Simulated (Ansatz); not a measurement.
**CsPbCl3 (model cell, started as cubic perovskite with Pb in the octahedra): following an unstable mode**

Aim: this structure of CsPbCl3 (model cell, started as cubic perovskite with Pb in the octahedra) is to be tested for unstable modes, and one is followed downhill.

Program: Ansatz 0.2.0. Level of theory: DFT LDA, scalar-relativistic, plane waves, PAW; PAW set soft_1. Results are calculated unless marked as measured.

Report form: the programs' logs are mostly left out.

## Step 1: Starting point

The structure is cubic, space group Pm-3m (No. 221). The conventional cell has a = 5.520 Å, b = 5.520 Å, c = 5.520 Å, α = 90.00°, β = 90.00°, γ = 90.00°. Cs has 12 Cl at 3.90 Å nearest. Nearest to Pb lie 6 Cl at 2.76 Å. Nearest to Cl lie 2 Pb at 2.76 Å and 4 Cs at 3.90 Å. Farther neighbours and most contacts between anions are not listed.

## Step 2: Phonons on a q mesh

The cell comes from relaxations at this level that are not shown. Stability and thermal properties need the whole zone. Linear response on a 2×2×2 q mesh gives force constants as far as a supercell of that size would, and the tensors from the zone-centre run are typed in so that the long-range dipole term is interpolated apart.

input.yaml

```yaml
crystal:
  lattice:
    - [5.5203976441, 0.0, 0.0]
    - [0.0, 5.5203976441, 0.0]
    - [0.0, 0.0, 5.5203976441]
  atoms:
    - { symbol: Cs, position: [0.0, 0.0, 0.0] }
    - { symbol: Pb, position: [0.5, 0.5, 0.5] }
    - { symbol: Cl, position: [0.5, 0.5, 0.0] }
    - { symbol: Cl, position: [0.5, 0.0, 0.5] }
    - { symbol: Cl, position: [0.0, 0.5, 0.5] }
kpoints:
  mp_grid: { grid: [10, 10, 10] }
hamiltonian:
  xc: lda
  pseudopotentials: { kind: paw, azcp: { folder: soft_1 }, xc_functional: pbe }
scf:
  occupations: { method: fixed }
output:
  eigenvalues: true
phonons:
  method: dfpt
  qmesh: [2, 2, 2]
  temperatures: { t_max: 1000, t_step: 50 }
  qpath:
    path:
      - [[0.0, 0.0, 0.0], [0.0, 0.5, 0.0], [0.5, 0.5, 0.0], [0.0, 0.0, 0.0], [0.5, 0.5, 0.5], [0.0, 0.5, 0.0]]
      - [[0.5, 0.5, 0.5], [0.5, 0.5, 0.0]]
    npoints: 10
  non_analytic_term:
    high_frequency_dielectric_tensor: [[4.3736, 0.0, 0.0], [0.0, 4.3736, 0.0], [0.0, 0.0, 4.3736]]
    born_effective_charges:
      - { species: Cs, tensor: [[1.3254, 0.0, 0.0], [0.0, 1.3254, 0.0], [0.0, 0.0, 1.3254]] }
      - { species: Pb, tensor: [[4.0189, 0.0, 0.0], [0.0, 4.0189, 0.0], [0.0, 0.0, 4.0189]] }
      - { species: Cl, tensor: [[-0.7096, 0.0, 0.0], [0.0, -0.7096, 0.0], [0.0, 0.0, -3.925]] }
      - { species: Cl, tensor: [[-0.7096, 0.0, 0.0], [0.0, -3.925, 0.0], [0.0, 0.0, -0.7096]] }
      - { species: Cl, tensor: [[-3.925, 0.0, 0.0], [0.0, -0.7096, 0.0], [0.0, 0.0, -0.7096]] }
    source: "zone-centre run at this cell"
```

Command:

```console
$ ansatz run input.yaml --threads 4 --pin off --max-ram 16384MiB --backend cpu --events-out ev --progress --plain --runs-dir out
```

The job ended after 7.9 min (4 threads of Intel Xeon Platinum 8259CL at 2.50GHz (Skylake/Cascade Lake), shared host; peak memory 2.5 GiB; 31 min of CPU time).

This step gave:

```
gap on the k-mesh                                       : 1.539 eV
volume per atom                                         : 33.65 Å³
sum-rule residual before enforcement                    : 7.06e-5 eV/Å²
lowest frequency on the path                            : -55.78 cm⁻¹
point group                                             : m-3m
highest frequency on the path or at a solved wavevector : 279.8 cm⁻¹
highest optical mode at the zone centre (no LO-TO term) : 163.5 cm⁻¹
lowest optical zone-centre mode                         : -27.65 cm⁻¹
lowest mode on the q mesh (acoustic modes at Γ apart)   : -55.78 cm⁻¹
```

Frequencies (cm⁻¹) solved at each irreducible wavevector; negative means imaginary. Frequencies by wavevector, by row:

| q in reciprocal lattice units | star | mode 1 | mode 2 | mode 3 | mode 4 | mode 13 | mode 14 | mode 15 |
| --- | --- | --- | --- | --- | --- | --- | --- | --- |
| 0 0 0 | 1 | -27.6 | -27.6 | -27.6 | -18.7 | 163.5 | 163.5 | 163.5 |
| 0 0 -0.5 | 3 | -17.6 | -17.6 | -13.5 | -13.5 | 163.9 | 163.9 | 266.8 |
| 0 -0.5 -0.5 | 3 | -55.3 | -27.5 | -27.5 | 8 | 164 | 244.4 | 274.5 |
| -0.5 -0.5 -0.5 | 1 | -55.8 | -55.8 | -55.8 | -14.9 | 244.2 | 244.2 | 279.8 |

Interpolated from a 2×2×2 q mesh, with the LO-TO term (at Γ the limit along the path; where Γ stands inside the path, tables give the limit on arrival). The phonon branches at the labelled points (cm⁻¹):

| point | branch 1 | branch 2 | branch 3 | branch 4 | branch 12 | branch 13 | branch 14 | branch 15 |
| --- | --- | --- | --- | --- | --- | --- | --- | --- |
| Γ | -28 | -28 | -19 | -19 | 46 | 164 | 164 | 250 |
| halfway | -24 | -24 | -13 | -13 | 87 | 164 | 164 | 258 |
| X | -18 | -18 | -14 | -14 | 114 | 164 | 164 | 267 |
| halfway | -44 | -20 | -19 | -12 | 111 | 164 | 211 | 268 |
| M | -55 | -28 | -28 | 8 | 108 | 164 | 244 | 274 |
| halfway | -39 | -23 | -19 | 6 | 87 | 164 | 200 | 254 |
| Γ | -28 | -28 | -19 | -19 | 46 | 164 | 164 | 250 |
| halfway | -40 | -36 | -36 | -8 | 87 | 203 | 203 | 252 |
| R | -56 | -56 | -56 | -15 | 105 | 244 | 244 | 280 |
| halfway | -46 | -42 | -36 | -13 | 109 | 205 | 217 | 268 |
| X | -18 | -18 | -14 | -14 | 114 | 164 | 164 | 267 |
| jump to R | -56 | -56 | -56 | -15 | 105 | 244 | 244 | 280 |
| halfway | -56 | -45 | -45 | -12 | 107 | 210 | 244 | 275 |
| M | -55 | -28 | -28 | 8 | 108 | 164 | 244 | 274 |

Symmetry leaves 4 wavevectors to solve. The lowest mode among them, the acoustic zeros apart, lies at q = (-0.5, -0.5, -0.5) and is imaginary, 55.8i cm⁻¹, so the energy falls along it.

## Step 3: The mode frozen in, largest atomic shift 0 Å

The mode followed lies at q = (0, -0.5, -0.5) with frequency 55.3i cm⁻¹, one of the unstable modes though not the softest. At small amplitude the distorted cell has space group no. 127 by a symmetry search on the positions. The undistorted cell that holds it gives the zero of energy on the same k mesh.

System of this step: CsPbCl3 (model cell, started as cubic perovskite with Pb in the octahedra). The structure is cubic, space group Pm-3m (No. 221). Conventional cell: a = 5.520 Å, b = 5.520 Å, c = 5.520 Å, α = 90.00°, β = 90.00°, γ = 90.00°. Nearest to Cs lie 12 Cl at 3.90 Å. Pb has 6 Cl at 2.76 Å nearest. Nearest to Cl lie 2 Pb at 2.76 Å and 4 Cs at 3.90 Å. Cl has 2 Pb at 2.76 Å and 4 Cs at 3.90 Å nearest. Farther neighbours and most contacts between anions are not listed.

input.yaml

```yaml
crystal:
  lattice:
    - [-5.5203976441, 0.0, 0.0]
    - [0.0, -5.5203976441, -5.5203976441]
    - [0.0, -5.5203976441, 5.5203976441]
  atoms:
    - { symbol: Cs, position: [0.0, 0.5, 0.5] }
    - { symbol: Cs, position: [0.0, 0.0, 0.0] }
    - { symbol: Pb, position: [0.5, 0.0, 0.5] }
    - { symbol: Pb, position: [0.5, 0.5, 0.0] }
    - { symbol: Cl, position: [0.5, 0.25, 0.25] }
    - { symbol: Cl, position: [0.5, 0.75, 0.75] }
    - { symbol: Cl, position: [0.5, 0.25, 0.75] }
    - { symbol: Cl, position: [0.5, 0.75, 0.25] }
    - { symbol: Cl, position: [0.0, 0.0, 0.5] }
    - { symbol: Cl, position: [0.0, 0.5, 0.0] }
kpoints:
  mp_grid: { grid: [8, 6, 6] }
hamiltonian:
  xc: lda
  pseudopotentials: { kind: paw, azcp: { folder: soft_1 }, xc_functional: pbe }
scf:
  occupations: { method: gaussian, width: 0.02 }
output:
  forces: true
  stress: true
  eigenvalues: true
```

The job ended after 12 s (4 threads; peak memory 1.2 GiB).

This step gave:

| Quantity | Value |
| --- | --- |
| pressure | -0.008653 GPa |
| energy from the undistorted cell | 0 meV/atom |

At this level the gap is 1.54 eV on the k-mesh of the self-consistent run, which can miss the band edges.

## Step 4: The mode frozen in, largest atomic shift 0.6 Å

The atoms are moved along the unstable eigenvector, the largest shift by 0.6 Å, with the cell fixed.

input.yaml, the sections that differ from step 3:

```yaml
crystal:
  lattice:
    - [-5.5203976441, 0.0, 0.0]
    - [0.0, -5.5203976441, -5.5203976441]
    - [0.0, -5.5203976441, 5.5203976441]
  atoms:
    - { symbol: Cs, position: [0.0, 0.5, 0.5] }
    - { symbol: Cs, position: [0.0, 0.0, 0.0] }
    - { symbol: Pb, position: [0.5, 0.0, 0.5] }
    - { symbol: Pb, position: [0.5, 0.5, 0.0] }
    - { symbol: Cl, position: [0.5, 0.1956560887, 0.1956560887] }
    - { symbol: Cl, position: [0.5, 0.8043439113, 0.8043439113] }
    - { symbol: Cl, position: [0.5, 0.3043439113, 0.6956560887] }
    - { symbol: Cl, position: [0.5, 0.6956560887, 0.3043439113] }
    - { symbol: Cl, position: [0.0, 0.0, 0.5] }
    - { symbol: Cl, position: [0.0, 0.5, 0.0] }
# kpoints, hamiltonian, scf, output: as in step 3
```

The job ended after 14 s (4 threads; peak memory 1.2 GiB; 55 s of CPU time).

This step gave:

| Quantity | Value |
| --- | --- |
| pressure | -0.5606 GPa |
| gap on the k-mesh | 1.918 eV |
| energy from the undistorted cell | -15.38 meV/atom |

The energy, extrapolated to zero smearing, is -15.38 meV/atom against the undistorted cell.

The run ends at a pressure of -0.56 GPa, with forces up to 0.025 eV/Å.

## Step 5: Energy along the mode, all amplitudes (two of the runs are shown above)

An imaginary frequency means negative curvature, so the energy should fall and then rise again as anharmonic terms take over.

This step gave:

- depth at the lowest point sampled: 15.38 meV/atom
- largest atomic shift at that point: 0.6 Å

Energy from the parent against largest atomic shift:

| largest atomic shift (Å) | energy from the parent (meV/atom) |
| --- | --- |
| 0.000 | 0 |
| 0.040 | -0.127 |
| 0.080 | -0.506 |
| 0.140 | -1.52 |
| 0.220 | -3.60 |
| 0.320 | -7.03 |
| 0.450 | -11.8 |
| 0.600 | -15.4 |

Displacement at unit largest shift by atom:

| atom | x (Å) | y (Å) | z (Å) | size |
| --- | --- | --- | --- | --- |
| Cs1 | 0.00 | 0.00 | 0.00 | 0.00 |
| Cs2 | 0.00 | 0.00 | 0.00 | 0.00 |
| Pb3 | 0.00 | 0.00 | 0.00 | 0.00 |
| Pb4 | 0.00 | 0.00 | 0.00 | 0.00 |
| Cl5 | 0.00 | 1.00 | 0.00 | 1.00 |
| Cl6 | 0.00 | -1.00 | 0.00 | 1.00 |
| Cl7 | 0.00 | 0.00 | -1.00 | 1.00 |
| Cl8 | 0.00 | 0.00 | 1.00 | 1.00 |
| Cl9 | 0.00 | 0.00 | 0.00 | 0.00 |
| Cl10 | 0.00 | 0.00 | 0.00 | 0.00 |

The lowest of the steps tried is the last one, at 0.6 Å, 15.4 meV/atom below the parent; the bottom of the well need not coincide with a step.

## Step 6: Relaxation from the frozen mode

Starting from the lowest point found, all atoms and the cell are let go, so that strain and other modes of the same symmetry can join in.

input.yaml, as its differences from that of step 4:

```diff
@@ -22,3 +22,3 @@
 scf:
-  occupations: { method: gaussian, width: 0.02 }
+  occupations: { method: fixed }
 output:
@@ -27 +27,6 @@
   eigenvalues: true
+relax:
+  adjacent_minimum: "off"
+  f_tol: 0.002
+  max_steps: 120
+  cell: { stress_tol: 0.03 }
```

Wall time 90 s (4 threads); peak memory 1.2 GiB; 5.7 min of CPU time.

Relaxation path:

| step | energy less that of the first step (eV) | largest force component (eV/Å) | pressure (GPa) | volume (Å³) |
| --- | --- | --- | --- | --- |
| 1 | 0.0000 | 0.0246 | -0.56 | 336.47 |
| 2 | -0.0453 | 0.0527 | -0.18 | 330.65 |
| 3 | -0.0767 | 0.0234 | 0.08 | 324.61 |
| 4 | -0.0777 | 0.0148 | -0.05 | 324.92 |
| 5 | -0.0782 | 0.0005 | 0.01 | 324.58 |
| 6* | -0.0775 | 0.0005 | 0.00 | 324.58 |

Relaxation steps marked * repeat the geometry before them on a plane-wave basis chosen anew for their cell, so energy and pressure can jump there.

Forces are held to the 16 operations that the run works with; a distortion that breaks them can't arise in this run.

| cell as run | before | after | change |
| --- | --- | --- | --- |
| a (Å) | 5.520 | 5.632 | +2.0 % |
| b (Å) | 7.807 | 7.592 | -2.8 % |
| c (Å) | 7.807 | 7.592 | -2.8 % |
| volume (Å³/atom) | 33.65 | 32.46 | -3.5 % |

The atoms that moved most (Å, as changes of fractional coordinates times the final cell):

| atom | dx | dy | dz | length |
| --- | --- | --- | --- | --- |
| Cl6 | 0.000 | -0.183 | 0.000 | 0.183 |
| Cl8 | 0.000 | 0.000 | 0.183 | 0.183 |
| Cl7 | 0.000 | 0.000 | -0.183 | 0.183 |
| Cl5 | 0.000 | 0.183 | 0.000 | 0.183 |

Numbers from this step:

```
pressure          : 0.004925 GPa
gap on the k-mesh : 1.850 eV
volume per atom   : 32.46 Å³
```

The distorted start has space group P4/mbm; the relaxation ends in P4/mbm.

## Step 7: The new phase in its own primitive cell

The relaxed structure is symmetrised, reduced to its primitive cell and relaxed tightly, as its phonons need.

input.yaml

```yaml
crystal:
  lattice:
    - [7.5917342945, 0.0, 0.0]
    - [0.0, 7.5917342945, 0.0]
    - [0.0, 0.0, 5.6317758564]
  atoms:
    - { symbol: Cs, position: [0.5, 0.0, 0.0] }
    - { symbol: Cs, position: [0.0, 0.5, 0.0] }
    - { symbol: Pb, position: [0.0, 0.0, 0.5] }
    - { symbol: Pb, position: [0.5, 0.5, 0.5] }
    - { symbol: Cl, position: [0.1786409521, 0.6786409521, 0.5] }
    - { symbol: Cl, position: [0.8213590479, 0.3213590479, 0.5] }
    - { symbol: Cl, position: [0.3213590479, 0.1786409521, 0.5] }
    - { symbol: Cl, position: [0.6786409521, 0.8213590479, 0.5] }
    - { symbol: Cl, position: [0.0, 0.0, 0.0] }
    - { symbol: Cl, position: [0.5, 0.5, 0.0] }
kpoints:
  mp_grid: { grid: [6, 6, 8] }
hamiltonian:
  xc: lda
  pseudopotentials: { kind: paw, azcp: { folder: soft_1 }, xc_functional: pbe }
scf:
  occupations: { method: fixed }
output:
  forces: true
  stress: true
  eigenvalues: true
relax:
  adjacent_minimum: "off"
  f_tol: 0.001
  max_steps: 60
  cell: { stress_tol: 0.01 }
```

Run time: 44 s. Hardware: 4 threads; peak memory 1.2 GiB; 2.9 min of CPU time.

Little changed from the start: no atom moved by 0.005 Å and no cell edge by 0.1 %.

This step gave:

| Quantity | Value |
| --- | --- |
| pressure | 4.27e-4 GPa |
| gap on the k-mesh | 1.852 eV |
| direct gap on mesh | 1.852 eV |

The largest force component left is 0.12 meV/Å and the pressure is 0.000 GPa, within the tolerances set. The cell now holds 32.46 Å³/atom.

## Step 8: The phases reached

The phases reached along the modes that were followed are set side by side.

Energies are those of the first relaxation, on the mesh of the frozen mode; space group, volume and gap are those of the last relaxation. Phases, by row:

| mode frozen in | space group | energy from parent (meV/atom) | volume (Å³/atom) | gap on mesh (eV) | lowest zone-centre optical mode (cm⁻¹) | largest shift (Å) |
| --- | --- | --- | --- | --- | --- | --- |
| parent | Pm-3m | 0 | 33.65 | 1.539 | – | – |
| q = (-0.5, -0.5, -0.5), 56i cm⁻¹ | I4/mcm | -23.62 | 32.46 | 1.858 | – | 0.767 |
| q = (-0.5, -0.5, -0.5), 56i cm⁻¹ | R-3c | -19.86 | 32.61 | 1.829 | – | 0.578 |
| q = (-0.5, -0.5, -0.5), 56i cm⁻¹ | Imma | -21.82 | 32.67 | 1.978 | – | 0.7 |
| q = (0, -0.5, -0.5), 55i cm⁻¹ | P4/mbm | -23.13 | 32.46 | 1.852 | – | 0.766 |

## Step 9: Outcome

```yaml
unstable_mode_of_the_parent: q = (0, -0.5, -0.5), 55i cm⁻¹
depth_at_the_lowest_point_sampled: 15.4 meV/atom
largest_atomic_shift_at_that_point: 0.6 Å
space_group_reached_within_0p01_a: P4/mbm
energy_gained_over_the_parent_first_relaxation_on_the_mesh_of_the_frozen_mode: 23.1 meV/atom
volume_per_atom_phase_reached: 32.5 Å³
gap_on_the_k_mesh_phase_reached: 1.85 eV
```

What this shows: Along this mode the structure falls into P4/mbm, 23.1 meV/atom below the parent. At the parent's cell the well is 15.38 meV/atom deep on the steps tried, with its lowest point at a shift of 0.6 Å. That is the last step tried, so the steps alone don't bracket the bottom of the well. Relaxing atoms and cell changes the gain by +7.75 meV/atom against the lowest step (energies at zero smearing). The modes of the phase reached were not computed on this path. Of the 4 patterns followed to their end from this parent, this one ends 0.493 meV/atom above the lowest, I4/mcm. Another end point lies within 1 meV/atom; how such a difference moves with mesh and cutoff was not tested. Each path keeps the symmetry of its pattern, so a lower phase may lie along a pattern not tried. Spin-orbit coupling is left out, which can matter for the heavy elements here. The PAW files were made for PBE and serve the other functionals too. The starting cell was built on a prototype and not taken from a measurement, so the phase need not exist.

[Logs are printed without paths, hosts, clocks, repeated set-up lines and the standing remarks that a program may print on its own settings, such as how far it seeks lower states.]

[Hosts, paths, dates, database ids (printed as entryN), source tags and the programs' standing remarks are cut or masked in the printed files.]
